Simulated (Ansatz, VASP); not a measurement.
One calculation of Hf, two programs

```xyz
2
Lattice="3.2073 0.0000 0.0000 -1.6037 2.7776 0.0000 0.0000 0.0000 5.0746" Properties=species:S:1:pos:R:3 pbc="T T T"
Hf    0.0000    1.8517    1.2687
Hf    1.6037    0.9259    3.8060
```

Change from the starting cell: volume scaled by 1.01, crystal datasets.

Alike in both runs: task electric field gradients; functional PBEsol; k mesh 13 × 13 × 7; occupations fermi-dirac, width 0.05 eV; no spin polarisation.

|  | VASP | Ansatz |
| --- | --- | --- |
| version | VASP 6.6.1 | Ansatz 0.2.0 |
| potentials or method | VASP PAW PBE potentials, release 64 (Hf_pv), cutoff 520 eV | all-electron PAW with datasets made for the crystal, scalar-relativistic |

```tsv
	VASP	Ansatz	Ansatz less VASP
pressure (GPa)	-5.1	-4.7	+0.40
largest component of the traceless stress (GPa)	0.24	0.18	-0.065
Vzz of the field gradient on the site that differs most (V/Å²)	79.9	88.6	+8.69
```

Ansatz ran all-electron here, so the differences hold the error of VASP's frozen core and of both bases. Ansatz warned: «gradients_without_spin_orbit».

Caveats: the PAW data sets were made with another functional, which shifts forces and pressure a little (VASP). Spin-orbit coupling is left out, which matters for the levels of Hf.
